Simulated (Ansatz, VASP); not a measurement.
Os in VASP and in Ansatz

Contents of INCAR:

```
SYSTEM = Os
ALGO     = Normal         ! electronic algorithm
EDIFF    = 1E-6           ! SCF threshold, eV
ENCUT    = 520            ! plane-wave cutoff, eV
GGA      = PE             ! functional
ISIF     = 2              ! what is computed and relaxed
ISMEAR   = -1             ! smearing method
LASPH    = .True.         ! aspherical terms in the spheres
LCHARG   = .True.         ! write CHGCAR
LELF     = .True.         ! ELF
LREAL    = .False.        ! projectors in reciprocal space
LVHAR    = .True.       
LWAVE    = .False.        ! write WAVECAR
NBANDS   = 10             ! bands
NELM     = 80             ! most SCF steps
PREC     = Accurate       ! precision mode
SIGMA    = 0.05           ! smearing width, eV
```

KPOINTS

```
k-points
0
Gamma
  12 12 12
  0 0 0
```

File POSCAR:

```
Os
1.0
    0.0000000000      1.9578811701      1.9578811701
    1.9578811701      0.0000000000      1.9578811701
    1.9578811701      1.9578811701      0.0000000000
Os
1
Direct
    0.0000000000      0.0000000000      0.0000000000
```

The input input.yaml:

```yaml
crystal:
  lattice:
    - [0.0, 1.9578811701, 1.9578811701]
    - [1.9578811701, 0.0, 1.9578811701]
    - [1.9578811701, 1.9578811701, 0.0]
  atoms:
    - { symbol: Os, position: [0.0, 0.0, 0.0] }
kpoints:
  mp_grid: { grid: [12, 12, 12] }
scf:
  occupations: { method: fermi_dirac, width: 0.05 }
hamiltonian:
  xc: pbe
  pseudopotentials: { kind: all_electron, lapw: { basis_error: 0.0005 } }
output:
  forces: true
  stress: true
  eigenvalues: true
```

Change from the starting cell: volume scaled by 1.02.

Alike in both runs: task single point; functional PBE; k mesh 12 × 12 × 12; occupations fermi-dirac, width 0.05 eV; no spin polarisation.

```csv
,VASP,Ansatz
version,VASP 6.6.1,Ansatz 0.2.0
potentials or method,"VASP PAW PBE potentials, release 64 (Os)","all-electron LAPW, scalar-relativistic"
plane-wave cutoff (eV),520,see its input
```

Ansatz gave:

| Quantity | Value |
| --- | --- |
| gap on the k mesh at the Fermi level (eV) | none |
| pressure (GPa) | -16.4 |

Question: Which values does VASP return?

Answer: gap on the k mesh at the Fermi level (eV): none; pressure (GPa): -16.8.

A gap of «none» marks a metal or a gap that the smearing closes. Ansatz ran all-electron here, so the differences hold the error of VASP's frozen core and of both bases.

Caveats: so large a pressure means that the cell lies far from this level's equilibrium, or that cutoff or potentials fall short (VASP). Spin-orbit coupling is left out, which matters for the levels of Os.
